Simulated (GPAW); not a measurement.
# Quasiparticle gap of BAs (F-43m) in GPAW, part 2 of 2

How does a plane-wave GW calculation on BAs (F-43m) run from the first input to the gap?

GPAW 26.7.0; PBE and many-body steps on it, plane waves. Known limits of the many-body steps: not at the basis limit; no spin-orbit coupling.

So far. Step 3 (Bands along the symmetry lines): The gap is 1.197 eV, as in the run before at this level. Step 4 (Empty states on the mesh, 6×6×6 mesh, 153 bands): On this mesh the gap is 1.284 eV. The earlier step found 1.197 eV, so this mesh misses an edge.

## Step 5: Screening and self-energy, 6×6×6 mesh, 143 bands, screening to 175 eV

G0W0 replaces the xc potential by the self-energy, built once from these orbitals. Only a window of levels is corrected, while the sums run over the empty bands that the input names.

This step: G0W0 on PBE, plane waves, PAW.

Contents of run.py:

```python
import json
import numpy as np
from gpaw.mpi import world
from gpaw.response.g0w0 import G0W0

gw = G0W0('full.gpw',
    filename='gw',
    kpts=[0, 5],
    bands=(2, 6),
    ecut=175,
    nbands=143,
    integrate_gamma='WS',
    ppa=True)
gw.calculate()
res = {mode: {k: v for k, v in r.items() if k != 'sigma_eskwn'}
       for mode, r in gw.all_results.items()}

if world.rank == 0:
    with open('result.json', 'w') as f:
        json.dump(res, f, default=lambda x: x.tolist())
```

Started as:

```console
$ mpirun -n 4 gpaw python run.py
```

Numbers of over 12 decimals in the logs are rounded to 6 here.

What it wrote:

```text
Using integrator: PointIntegrator
FrequencyGridDescriptor(from 0.000+0.000j to 0.000+27.211j eV, 2 points)
Nonperiodic BCs:  [False False False]
Using integrator: PointIntegrator
FrequencyGridDescriptor(from 0.000+0.000j to 0.000+27.211j eV, 2 points)
Nonperiodic BCs:  [False False False]
  ___  _ _ _
 |   || | | |
 | | || | | |
 |__ ||_____|
 |___|

BZ k-points: Symmetries present (total): 24

  [... matrices ...]
216 k-points: 6 x 6 x 6 Monkhorst-Pack grid + [1/12,1/12,1/12]
16 k-points in the irreducible part of the Brillouin zone
       k-points in crystal coordinates                weights
   0:     0.00000000    0.00000000    0.00000000          1/216
   1:     0.16666667    0.16666667    0.00000000          6/216
   2:     0.16666667    0.16666667    0.16666667          8/216
   3:     0.33333333    0.16666667    0.16666667         12/216
   4:     0.33333333    0.33333333   -0.33333333         12/216
   5:     0.33333333    0.33333333    0.00000000          6/216
   6:     0.33333333    0.33333333    0.16666667         24/216
   7:     0.33333333    0.33333333    0.33333333          8/216
   8:     0.50000000    0.33333333   -0.33333333         24/216
   9:     0.50000000    0.33333333   -0.16666667         12/216
          ...
  15:     0.50000000    0.50000000    0.50000000          4/216

Distributing spins, k-points and bands (1 x 2 x 4) over 4 processes
Number of blocks: 1

Quasi particle states:
k-points (IBZ indices): [0, 5]
Band range: (2, 6)
  [... matrices ...]
Computational parameters:
Plane wave cut-off: 175 eV
Number of bands: 143
Coulomb cutoff: None
Broadening: 0.1 eV

fxc modes: GW
Kernel: RPA
Using Godby-Needs plasmon-pole approximation:
  Fitting energy: i*E0, E0 = 1.000 Hartree
Summing all q:

Calculating screened Coulomb potential
No Coulomb truncation
FrequencyGridDescriptor(from 0.000+0.000j to 0.000+27.211j eV, 2 points)
Removing empty qpoint cache files...

Calculating chi0 body with:
    Ground state adapter containing:
    Number of spins: 1
    Number of kpoints: 216
    Number of irreducible kpoints: 16
    Number of completely occupied states: 4
    Number of partially occupied states: 4
    Occupied states memory: 0.48828125 M / cpu

    Linear response parametrization:
    q_c: [1.3877787807814457e-17, 1.3877787807814457e-17, 1.3877787807814457e-17]
    Number of frequency points: 2
    Planewave cutoff: 175.0
    Number of bands: 143
    Number of planewaves: 137
    Broadening (eta): 1e-06
    comm.size: 4
    kncomm.size: 4
    blockcomm.size: 1

    Memory estimate of potentially large arrays:
        chi0_wGG: 0.572784 M / cpu
Integrating chi0 body.

Symmetries of q_c:
    Direct symmetries (Uq -> q): 24
    Indirect symmetries (TUq -> q): 24
In total 48 allowed symmetries.

  [... matrices ...]
16 groups of equivalent kpoints. 92.592593% reduction.

Integral kind: response function
Integrating chi0 head and wings.

Symmetries of q_c:
    Direct symmetries (Uq -> q): 24
    Indirect symmetries (TUq -> q): 24
In total 48 allowed symmetries.

  [... matrices ...]
16 groups of equivalent kpoints. 92.592593% reduction.

Integral kind: response function wings

Calculating chi0 body with:
    Ground state adapter containing:
    Number of spins: 1
    Number of kpoints: 216
    Number of irreducible kpoints: 16
    Number of completely occupied states: 4
    Number of partially occupied states: 4
[... the further q-points ...]

Results:
f:      Occupation numbers
eps:     KS-eigenvalues [eV]
vxc:     KS vxc [eV]
exx:     Exact exchange [eV]
sigma:   Self-energies [eV]
dsigma:  Self-energy derivatives
Z:       Renormalization factors
qp:      QP-energies [eV]

k-point 0 (0): (0.000, 0.000, 0.000)                GW
band       f     eps     vxc     exx   sigma  dsigma       Z      qp
                                                                   GW
   2   1.000   7.977 -14.965 -16.274   0.663  -0.249   0.801   7.460
   3   1.000   7.977 -14.965 -16.274   0.663  -0.249   0.801   7.460
   4   0.000  11.270 -13.777  -9.183  -4.176  -0.245   0.803  11.606
   5   0.000  11.270 -13.777  -9.183  -4.176  -0.245   0.803  11.606

k-point 1 (5): (0.333, 0.333, 0.000)                GW
band       f     eps     vxc     exx   sigma  dsigma       Z      qp
                                                                   GW
   2   1.000   4.524 -13.806 -16.615   1.927  -0.270   0.787   3.829
   3   1.000   4.524 -13.805 -16.615   1.927  -0.270   0.787   3.829
   4   0.000   9.262 -12.314  -8.264  -3.921  -0.235   0.810   9.366
   5   0.000  11.124 -11.828  -7.132  -4.541  -0.236   0.809  11.249
```

Wall time 2.5 min (4 MPI ranks of Intel Xeon Platinum 8259CL at 2.50GHz (Skylake/Cascade Lake), shared host); peak memory 1.1 GiB; 10 min of CPU time.

This step gave:

| Item | Value |
| --- | --- |
| G0W0 gap on the points computed | 1.906 eV |
| least direct G0W0 gap on the computed points | 4.146 eV |
| Z at the valence top | 0.8007 |
| Z at the conduction bottom | 0.8100 |
| starting gap on the mesh | 1.284 eV |
| k of the valence top | 0, 0, 0 |
| k of the conduction bottom | 0.3333, 0.3333, 0 |

The gap on the mesh goes from 1.28 eV to 1.91 eV, a correction of +0.62 eV. The start differs from the 1.20 eV found before because the two sample other k points.

Limits: finite bands, cutoff and mesh; no spin-orbit coupling. v1 is the top filled band, c1 the lowest empty one. The levels before and after the correction (eV, zero at the valence-band top of each column):

|  | conduction bottom | valence top |
| --- | --- | --- |
| Kohn-Sham | 1.28 | 0.00 |
| G0W0 | 1.91 | 0.00 |

|  | level | energy (eV) |
| --- | --- | --- |
| Kohn-Sham | Γ v2-v1 | 0.000 |
| Kohn-Sham | Γ c1-c2 | 3.293 |
| Kohn-Sham | (0.333 0.333 0) v2-v1 | -3.453 |
| Kohn-Sham | (0.333 0.333 0) c1 | 1.284 |
| Kohn-Sham | (0.333 0.333 0) c2 | 3.147 |
| G0W0 | Γ v2-v1 | 0.000 |
| G0W0 | Γ c1-c2 | 4.146 |
| G0W0 | (0.333 0.333 0) v2-v1 | -3.630 |
| G0W0 | (0.333 0.333 0) c1 | 1.906 |
| G0W0 | (0.333 0.333 0) c2 | 3.789 |

## Step 6: Where the time went

Times are wall times on 4 MPI ranks of Intel Xeon Platinum 8259CL at 2.50GHz (Skylake/Cascade Lake), shared host, good to a factor of about two.

| step | time | share | memory (GiB) |
| --- | --- | --- | --- |
| ground state | 8.7 s | 5 % | 0.61 |
| bands along the symmetry lines | 9 s | 5 % | 0.64 |
| empty states on the mesh | 12 s | 7 % | 0.93 |
| screening and self-energy | 2.5 min | 84 % | 1.1 |

## Step 7: Outcome

```
PBE gap                              : 1.20 eV, indirect
G0W0 gap on the mesh                 : 1.91 eV
G0W0 gap over the zone (rigid shift) : 1.82 eV
GW settings                          : 6×6×6 mesh, 143 bands, screening to 175 eV, Godby-Needs plasmon pole
known limits                         : not at the basis limit; no spin-orbit coupling
```

What this shows: G0W0 moves the gap on the mesh from 1.28 eV to 1.91 eV (+0.62 eV), with Z of 0.80 and 0.81 at the edges. The mesh misses the band edges by 0.09 eV in all; a rigid shift gives 1.82 eV for the zone. Only 2 of the mesh's irreducible points were corrected, so a valley elsewhere could overtake. The dearest step here is «screening and self-energy». Against experiment, by G0W0@PBE: the direct gap of 4.15 eV lies +0.03 eV from the measured 4.12 eV (direct, 300 K, 2019); the gap of 1.82 eV lies −0.0005 eV from the measured 1.82 eV (indirect, 300 K, 2019); the gap of 1.82 eV lies −0.20 eV from the measured 2.02 eV (indirect, 300 K, 2019). An exciton line or allowed optical edge lies below the quasiparticle gap by the binding energy; a forbidden edge can push the onset above it. The calculation has static nuclei and no excitons; a measured gap holds zero-point and thermal motion, which mostly lowers it. Bands and cutoff are finite, so the gap is not at the basis limit. The miss can reach some tenths of an eV and take either sign; the mesh is an error of its own. These stock PAW sets were not made for GW; the filled d or f shell of As lies in the frozen core, which bears on start and correction. In the G0W0 run levels were corrected at 2 k points alone, so a gap called «on the mesh» is the least over those, and an edge elsewhere would be missed. A denser mesh or path gives a starting gap of 1.20 eV: the GW mesh misses a band edge, so its gaps are not the fundamental one. The many-body steps are scalar-relativistic: spin-orbit coupling is not in them.

[Paths, hosts, dates, memory and timing lines, banners, echoed tables and standing remarks are left out of the program output.]

[Logs are printed without paths, hosts, clocks, repeated set-up lines and the standing remarks that a program may print on its own settings, such as how far it seeks lower states.]

[Runs of the session that timed out or met a known fault of the program may be left out.]

[Hosts, paths, dates, database ids (printed as entryN), source tags and the programs' standing remarks are cut or masked in the printed files.]
